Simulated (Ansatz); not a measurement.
**Formation energy and levels of the self-interstitial O_i (6-fold void) in TiO2 (Pbcn)**

Aim: at which Fermi levels does O_i (6-fold void) in TiO2 (Pbcn) change its charge? The model is a cell of 96 host atoms with 1 O put in.

Main program and level: Ansatz 0.2.0; place-levels on r2SCAN runs: charge-transition levels and formation energies with image-charge correction and potential alignment at the atomic sites; PAW set soft_1.

Report form: the programs' logs are mostly left out.

### 1. The starting structure

The cell holds 97 atoms: 32 Ti and 65 O. Cell: a = 9.092 Å, b = 11.028 Å, c = 9.789 Å, α = 90.0°, β = 90.0°, γ = 90.0°. It derives from TiO2 (space group Pbcn). Nearest the centre at fractional (0.000, 0.309, 0.375): O97 at 0.00 Å, O57 at 1.97 Å, O12 at 1.97 Å, O55 at 1.97 Å, O6 at 1.97 Å, O65 at 2.04 Å, O8 at 2.04 Å, Ti1 at 2.30 Å.

Screening for the image-charge correction: ε∞ = (8.12, 6.56, 7.66), ε0 = (96.87, 32.60, 88.34), computed on the host (DFPT, PBEsol, on the r2SCAN cell), and a cell off the functional's own equilibrium shifts the ionic part.

The cell's shortest repeat is 9.1 Å.

### 2. The runs of each charge state

Levels follow from differences of total energies between charge states, each relaxed by itself.

Random displacements of about 0.05 Å break the site symmetry at the start, so that the relaxation can reach a distorted minimum if there is one. Forces are taken at one point at (¼, ¼, ¼). The cell holds 2 electrons more than the neutral one, with a uniform background that keeps it neutral on the whole.

The sampling was tested on the host first: at the k-points planned (1x1x1 shifted 0.25 0.25 0.25) its energy lies 0.000 eV an atom from the dense-mesh value, under the bound of 0.02 eV set for this test; that bounds the host's error, not the defect's.

One of the inputs; charge, spin and start change from state to state.

qm2.relax/input.yaml reads:

```yaml
crystal:
  lattice:
    - [9.09218302, 0.0, 0.0]
    - [0.0, 11.02768453, 0.0]
    - [0.0, 0.0, 9.78927108]
  atoms:
    - { symbol: Ti, position: [0.25, 0.33790859, 0.375] }
    - { symbol: Ti, position: [0.0, 0.41209141, 0.125] }
[... 1 atom line left out ...]
    - { symbol: Ti, position: [0.0, 0.08790859, 0.375] }
[... 1 atom line left out ...]
    - { symbol: O, position: [0.11443559, 0.44091888, 0.45958291] }
[... 1 atom line left out ...]
    - { symbol: O, position: [0.13556441, 0.30908112, 0.20958291] }
    - { symbol: O, position: [0.36443559, 0.19091888, 0.29041709] }
    - { symbol: O, position: [0.11443559, 0.05908112, 0.20958291] }
[... 1 atom line left out ...]
    - { symbol: O, position: [0.13556441, 0.19091888, 0.45958291] }
[... 1 atom line left out ...]
    - { symbol: Ti, position: [0.0, 0.41209141, 0.625] }
[... 5 atom lines left out ...]
    - { symbol: O, position: [0.13556441, 0.30908112, 0.70958291] }
[... 7 atom lines left out ...]
    - { symbol: Ti, position: [0.0, 0.58790859, 0.375] }
[... 5 atom lines left out ...]
    - { symbol: O, position: [0.11443559, 0.55908112, 0.20958291] }
[... 14 atom lines left out ...]
    - { symbol: Ti, position: [0.75, 0.33790859, 0.375] }
[... 3 atom lines left out ...]
    - { symbol: O, position: [0.86443559, 0.30908112, 0.04041709] }
[... 1 atom line left out ...]
    - { symbol: O, position: [0.88556441, 0.44091888, 0.29041709] }
[... 1 atom line left out ...]
    - { symbol: O, position: [0.86443559, 0.19091888, 0.29041709] }
[... 7 atom lines left out ...]
    - { symbol: O, position: [0.86443559, 0.30908112, 0.54041709] }
[... 5 atom lines left out ...]
    - { symbol: O, position: [0.88556441, 0.05908112, 0.54041709] }
[... 23 atom lines left out ...]
    - { symbol: O, position: [0.88556441, 0.55908112, 0.54041709] }
[... 1 atom line left out ...]
    - { symbol: O, position: [0.0, 0.308589, 0.375] }
  host:
    repeats: [2, 2, 2]
    atoms:
      - { symbol: Ti, position: [0.5, 0.67581718, 0.75] }
      - { symbol: Ti, position: [0.0, 0.82418282, 0.25] }
      # ... 10 more atoms of the perfect host
total_charge: -2
basis:
  ecutwfc: 500
  xc_grid: 2
hamiltonian:
  xc: r2scan
  pseudopotentials: { kind: paw, azcp: { folder: soft_1 } }
kpoints:
  mp_grid: { grid: [1, 1, 1], shift: [0.25, 0.25, 0.25] }
scf:
  occupations: { method: fixed }
  max_iter: 60
output:
  forces: true
  charged_corrections:
    epsilon: [8.12, 6.56, 7.66]
    static_epsilon: [96.87, 32.6, 88.34]
    defect_position: [0.0, 0.308589, 0.375]
relax:
  f_tol: 0.02
  max_steps: 80
  random_displacement: { amplitude: 0.05, seed: 3311 }
checkpoint:
  write: "../qm2.relax.run"
  compress: false
  write_wavefunctions: true
  write_every: 100000
```

Command:

```console
> ansatz run input.yaml --threads 32 --pin off --max-ram 56524MiB --backend cuda --events-out ev --progress --plain --runs-dir out --max-vram 78GiB
```

Defect states can disperse in a cell of this size, so the energy is taken again at a 2×2×2 shifted mesh, on the relaxed structure.

The run of this state that the levels use, under r2SCAN:

qm2.point/input.yaml reads:

```yaml
crystal:
  checkpoint: "../qm2.relax.run"
  host: checkpoint
total_charge: -2
basis:
  ecutwfc: 500
  xc_grid: 2
hamiltonian:
  xc: r2scan
  pseudopotentials: { kind: paw, azcp: { folder: soft_1 } }
kpoints:
  mp_grid: { grid: [2, 2, 2], shift: [0.5, 0.5, 0.5] }
scf:
  occupations: { method: fermi_dirac, width: 0.01 }
  max_iter: 60
output:
  forces: true
  eigenvalues: true
  charged_corrections:
    epsilon: [8.12, 6.56, 7.66]
    static_epsilon: [96.87, 32.6, 88.34]
    defect_position: [0.0, 0.308589, 0.375]
  eigenstates: { localisation: true }
  populations: true
checkpoint:
  read: "../qm2.relax.run"
  write: "../qm2.point.run"
  compress: false
  write_wavefunctions: false
  write_every: 100000
```

Relaxations under r2SCAN at one point at (¼, ¼, ¼); times on 1 × NVIDIA GB200 with 32 threads of Arm Neoverse V2, shared host:

```csv
charge,moment (μB),occupations,outcome,steps,largest displacement against the far atoms (Å),time
−2,0,fixed,converged,8,0.50,10 s
−2,2,fixed,converged,24,1.06,37 s
−1,1,fixed,converged,21,0.99,30 s
0,0,fixed,converged,23,1.57,22 s
0,2,fixed,converged,28,0.87,42 s
+1,1,fixed,converged,21,1.18,37 s
```

Single points under r2SCAN at a 2×2×2 shifted mesh; times on 1 × NVIDIA GB200 with 32 threads of Arm Neoverse V2, shared host:

```csv
charge,moment (μB),occupations,outcome,time
−2,0,fermi-dirac,converged,4.8 s
−2,2,fermi-dirac,converged,14 s
−1,1,fermi-dirac,converged,11 s
0,0,fermi-dirac,converged,5 s
0,2,fermi-dirac,converged,13 s
+1,1,fermi-dirac,converged,11 s
```

Distances (Å) from O97 to the nearest atoms after relaxation with r2SCAN:

```csv
charge,moment (μB),1.,2.,3.,4.,5.,6.
−2,0,Ti 1.88,Ti 2.01,Ti 2.02,O 2.14,O 2.14,O 2.34
−2,2,O 1.92,Ti 2.02,Ti 2.04,Ti 2.15,O 2.20,O 2.31
−1,1,O 1.89,Ti 2.00,Ti 2.07,Ti 2.13,O 2.21,O 2.28
0,0,O 1.42,Ti 2.08,Ti 2.16,Ti 2.22,O 2.40,O 2.57
0,2,Ti 1.96,O 1.99,O 2.02,O 2.06,Ti 2.25,O 2.58
+1,1,O 1.31,Ti 2.09,Ti 2.15,O 2.35,O 2.44,O 2.45
```

### 3. Levels against the band edges, r2SCAN

A charged cell interacts with its images and the background, and its potential has another zero than the host's. place-levels removes the first by a point-charge model, screened by the static dielectric constant since the ions have relaxed around the charge, and the second by comparing potentials at atoms far from the defect.

The host is a run of the defect-free crystal in the same cutoffs, grids and k-points, so that basis and sampling errors cancel in part in the differences. Its band edges come from a run of the primitive cell that searches the zone for them. The host is run in a cell of 24 atoms on a matching mesh. Chemical potentials are energies per atom of O (O2 molecule), run with the same functional and cutoff.

levels.point.yaml reads:

```yaml
host:
  run: host.point.run
  levels_from: { run: edges.point.run }
states: [qm2.point.run, qm2_M2.point.run, qm1_M1.point.run, q0.point.run, q0_M2.point.run, qp1_M1.point.run]
geometry_from:
  qm2.point.run: qm2.relax.run
  qm2_M2.point.run: qm2_M2.relax.run
  qm1_M1.point.run: qm1_M1.relax.run
  q0.point.run: q0.relax.run
  q0_M2.point.run: q0_M2.relax.run
  qp1_M1.point.run: qp1_M1.relax.run
  host.point.run: host.relax.run
chemical_potentials:
  O:
    energy: -565.989614
    dataset: <sha256 of the dataset>
epsilon: [8.12, 6.56, 7.66]
static_epsilon: [96.87, 32.6, 88.34]
vertical:
  - { from: qm2.point.run, to: qm2.point_neutral.run }
  - { from: qm2_M2.point.run, to: qm2_M2.point_neutral.run }
  - { from: qm1_M1.point.run, to: qm1_M1.point_neutral.run }
  - { from: qp1_M1.point.run, to: qp1_M1.point_neutral.run }
```

Command:

```console
> ansatz place-levels levels.point.yaml -- --threads 32 --pin off --max-ram 56524MiB
```

It took 0.7 s on 32 threads of Arm Neoverse V2, shared host.

Under r2SCAN the gap is 3.05 eV, (+1/0) 0.89, (0/−1) 2.60, (−1/−2) 1.56 eV; the steps are inverted, so the lowest state changes at (0/−2) 2.08 eV.

Levels between the charges placed, in eV above the valence top:

```csv
,gap (eV),(+1/0),(0/−1),(−1/−2)
r2SCAN,3.05,0.89,2.60,1.56
```

Corrections by state:

```csv
charge,moment (μB),image terms and alignment (eV),band filling (eV),ε used,"over the lowest of its charge, as the program ranks them, band filling apart (eV)"
+1,1.0,0.113,-,"principal values (32.60, 88.34, 96.87)",0.000
0,0.0,0.000,-,-,0.000
−1,1.0,-0.115,-,"principal values (32.60, 88.34, 96.87)",0.000
−2,0.0,-0.223,-,"principal values (32.60, 88.34, 96.87)",0.000
0,2.0,0.000,-,-,1.797
−2,2.0,-0.262,-,"principal values (32.60, 88.34, 96.87)",1.410
```

The charged structures listed were also run neutral, and place-levels reads from each pair, by the potential or the spins, how wide the charge is by which they differ; that can be the carrier of either run.

```csv
charge,rms radius (Å),spread where it is widest against the cell (Å),wide from (Å),reading
+1,1.2,0.85,1.70,narrow
−1,1.9,1.29,1.57,narrow
−2,3.9,2.81,1.57,wide
```

The neutral runs of these pairs need not share the spin of the lowest neutral state, and very wide values only mean spread over the cell.

From the program's caveats on the states, each cut to its opening words:

- charge +1 (1 μB): its displacements don't fall off away from the defect: farther atoms stand 0.046 Å off the host's places
- charge +1 (1 μB), −1 (1 μB), 0 (2 μB), −2 (2 μB): flagged: stability check not made
- charge 0: its displacements don't fall off away from the defect: farther atoms stand 0.036 Å off the host's places
- charge −1 (1 μB): the far atoms show a dipole or second moment of the defect's charge, for which the correction takes or leaves out 0.173 eV: further moments aren't read, and [...]
- charge −1 (1 μB), −2 (2 μB): its displacements don't fall off away from the defect: farther atoms stand 0.035 Å off the host's places
- charge −2: it parts from the run at its places by a charge that spreads by about 2.8 Å along one vector (1.6 Å or more is wide), by its potential at epsilon [8.12, 6.56, [...]
- charge −2: its displacements don't fall off away from the defect: farther atoms stand 0.047 Å off the host's places
- charge 0 (2 μB): its displacements don't fall off away from the defect: farther atoms stand 0.012 Å off the host's places
- charge −2 (2 μB): it parts from the run at its places by a charge that spreads by about 1.7 Å along one vector (1.6 Å or more is wide), by the spins about the atoms, where the [...]
- charge −2 (2 μB): its moments are held at its close (magnetization.spin_locking), by a field of 0.210 eV a Bohr magneton, and its energy and levels are of the state that this [...]

The host's formation energy from the elements is -3.318 eV per atom; it sets how far the chemical potentials can move.

Limit set by the element alone; other compounds of these elements are not counted. Chemical potentials from the elements' reference states: O 0.00 eV, Ti -9.95 eV. Formation energies (O-rich), with the Fermi level at the valence top and at the conduction bottom (gap 3.05 eV):

```csv
charge,at valence top (eV),at conduction bottom (eV),correction included (eV)
+1,1.50,4.54,0.11
0,2.38,2.38,0.00
−1,4.98,1.93,-0.12
−2,6.54,0.45,-0.22
```

Fermi level (eV), lowest formation energy (eV) and a bar from the least value:
```
     0.00       1.50 ################
     0.28       1.77 #####################
     0.55       2.05 #########################
     0.83       2.33 #############################
     1.11       2.38 ##############################
     1.38       2.38 ##############################
     1.66       2.38 ##############################
     1.94       2.38 ##############################
     2.22       2.11 ##########################
     2.49       1.55 #################
     2.77       1.00 #########
     3.05       0.45
```

Limit set by the element alone; other compounds of these elements are not counted. Chemical potentials from the elements' reference states: Ti 0.00 eV, O -4.98 eV. Formation energies (Ti-rich), with the Fermi level at the valence top and at the conduction bottom (gap 3.05 eV):

```csv
charge,at valence top (eV),at conduction bottom (eV),correction included (eV)
+1,6.47,9.52,0.11
0,7.36,7.36,0.00
−1,9.96,6.91,-0.12
−2,11.51,5.42,-0.22
```

(Fermi level (eV), lowest formation energy (eV)): (0.00, 6.47), (0.28, 6.75), (0.55, 7.03), (0.83, 7.30), (1.11, 7.36), (1.38, 7.36), (1.66, 7.36), (1.94, 7.36), (2.22, 7.08), (2.49, 6.53), (2.77, 5.98), (3.05, 5.42)

### 4. The same at the relaxations' own k-points

The relaxations' own energies give the levels at their sampling, for comparison.

levels.relax_mesh.yaml reads:

```yaml
host:
  run: host.relax.run
  levels_from: { run: edges.relax.run }
states: [qm2.relax.run, qm2_M2.relax.run, qm1_M1.relax.run, q0.relax.run, q0_M2.relax.run, qp1_M1.relax.run]
chemical_potentials:
  O:
    energy: -565.989614
    dataset: <sha256 of the dataset>
```

Command:

```console
> ansatz place-levels levels.relax_mesh.yaml -- --threads 32 --pin off --max-ram 56524MiB
```

Wall time 0.23 s (32 threads).

Levels between neighbouring charges, in eV above the valence top:

```csv
,gap (eV),(+1/0),(0/−1),(−1/−2)
"one point at (¼, ¼, ¼)",3.05,0.88,2.60,1.57
a 2×2×2 shifted mesh,3.05,0.89,2.60,1.56
```

Going from one point at (¼, ¼, ¼) to a 2×2×2 shifted mesh moves the levels that carry no band-filling term by up to 0.01 eV and formation energies against the elements by up to 0.01 eV.

### 5. Placing the levels, PBEsol

PBEsol on the same structure is run to see how far the result rests on the functional, though not on the errors that semilocal functionals share; the sampling changes too, to one point at (¼, ¼, ¼), so differences hold both changes.

qm2.pbesol/input.yaml reads:

```yaml
crystal:
  checkpoint: "../qm2.relax.run"
  host: checkpoint
total_charge: -2
basis:
  ecutwfc: 420
  xc_grid: 2
hamiltonian:
  xc: pbesol
  pseudopotentials: { kind: paw, azcp: { folder: soft_1 }, xc_functional: pbe }
kpoints:
  mp_grid: { grid: [1, 1, 1], shift: [0.25, 0.25, 0.25] }
scf:
  occupations: { method: fermi_dirac, width: 0.01 }
  max_iter: 60
output:
  forces: true
  eigenvalues: true
  charged_corrections:
    epsilon: [8.12, 6.56, 7.66]
    static_epsilon: [96.87, 32.6, 88.34]
    defect_position: [0.0, 0.308589, 0.375]
  eigenstates: { localisation: true }
  populations: true
checkpoint:
  write: "../qm2.pbesol.run"
  compress: false
  write_wavefunctions: false
  write_every: 100000
```

Run time: 3 s. Hardware: 1 × NVIDIA GB200 with 32 threads; peak memory 1.4 GiB.

levels.pbesol.yaml reads:

```yaml
host:
  run: host.pbesol.run
  levels_from: { run: edges.pbesol.run }
states: [qm2.pbesol.run, qm2_M2.pbesol.run, qm1_M1.pbesol.run, q0.pbesol.run, q0_M2.pbesol.run, qp1_M1.pbesol.run]
geometry_from:
  qm2.pbesol.run: qm2.relax.run
  qm2_M2.pbesol.run: qm2_M2.relax.run
  qm1_M1.pbesol.run: qm1_M1.relax.run
  q0.pbesol.run: q0.relax.run
  q0_M2.pbesol.run: q0_M2.relax.run
  qp1_M1.pbesol.run: qp1_M1.relax.run
  host.pbesol.run: host.relax.run
chemical_potentials:
  O:
    energy: -558.291301
    dataset: <sha256 of the dataset>
```

Command:

```console
> ansatz place-levels levels.pbesol.yaml -- --threads 32 --pin off --max-ram 56524MiB
```

Elapsed: 0.5 s, on 32 threads.

Under PBEsol the gap is 2.64 eV, (+1/0) 0.66, (0/−1) 2.39, (−1/−2) 1.19 eV; the steps are inverted, so the lowest state changes at (0/−2) 1.79 eV.

### 6. Side by side

Levels between neighbouring charges, in eV above each run's own valence top:

```csv
,gap (eV),(+1/0),(0/−1),(−1/−2),GPU time a state at this stage (restarts are quicker than cold starts)
"r2SCAN, 2×2×2 shifted mesh",3.05,0.89,2.60,1.56,9.8 s
"PBEsol on r2SCAN structures, (¼, ¼, ¼)",2.64,0.66,2.39,1.19,5.5 s
```

### 7. What came out

```json
{"gap of the host": "3.05 eV (r2SCAN)", "level (plus 1/0)": "0.89 eV above the valence top", "level (0/minus 1)": "2.60 eV above the valence top, not a change between lowest states", "level (minus 1/minus 2)": "1.56 eV above the valence top, not a change between lowest states", "level (0/minus 2)": "2.08 eV above the valence top", "lowest of the charges placed, just above the valence top (0.02 eV)": "+1", "lowest of the charges placed, just below the conduction bottom (0.02 eV)": "−2", "lowest formation energy at mid-gap of the charges run, O-rich": "2.38 eV", "lowest formation energy at mid-gap of the charges run, Ti-rich": "7.36 eV"}
```

In words: Of the charges placed (−2, −1, 0 and +1), the lowest changes at 0.89 eV (+1/0) and 2.08 eV (0/−2) above the valence top, in a gap of 3.05 eV. (0/−2) passes over charge −1, which lies 0.52 eV above the two there; a lower structure or spin state of it, if missed, would change that. Charges above +1 and below −2 were not placed, so these runs say nothing of levels that involve them. States placed: +1 at 1 μB; 0 at 0 μB and 2 μB; −1 at 1 μB; −2 at 0 μB and 2 μB. Other spin states or structures, where not listed, weren't placed. At charge −2, −1, 0 and +1 the atom put in ends up to 1.6 Å from its starting place, so the name tells the start alone and the levels can join different sites. Going from one point at (¼, ¼, ¼) to a 2×2×2 shifted mesh moves the levels that carry no band-filling term by up to 0.01 eV and formation energies against the elements by up to 0.01 eV. Limits: r2SCAN makes the gap too small and tends to spread out bound carriers; where a gas molecule sets a chemical potential or the host's formation energy, its binding is uncorrected.

[Logs are printed without paths, hosts, clocks, repeated set-up lines and the standing remarks that a program may print on its own settings, such as how far it seeks lower states.]

[Hosts, paths, dates, database ids (printed as entryN), source tags and the programs' standing remarks are cut or masked in the printed files.]

[Where a table of states has a column of steps, it counts the stored structures, which are thinned; the runs took as many ionic steps or more.]

[A defect's name tells the site on which it was built; relaxed atoms can leave that site.]

[For some hosts the program warned that the k-mesh of the response run may be too coarse for force constants and the static dielectric constant; such warnings are not shown here.]
